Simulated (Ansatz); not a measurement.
Base system: NaBr in the rock salt structure (space group Fm-3m, No. 225; a = 6.036 Å).

Computed with PBE, PAW, 420 eV (Ansatz, an electronic-structure program; no spin-orbit coupling).

Base values:

```
Quantity                Value
-------------  --------------
Band gap              4.07 eV
Electron mass  0.32 mₑ (at Γ)
Gap character     direct at Γ
```

Now apply this change: an isotropic linear strain of +4.97 %, atoms relaxed at fixed cell.

Problem. How does this affect the energy relative to the base, band gap, electron mass and gap character?

Solution. The energy goes up by 31 meV/atom; the band gap decreases by 0.363 eV (4.07 eV → 3.70 eV); the electron mass goes from 0.32 mₑ (at Γ) to 0.35 mₑ (at Γ); the gap character stays direct at Γ.

Masses are band curvatures over ±0.01 Å⁻¹ around the edge. No phonon test of stability was made.
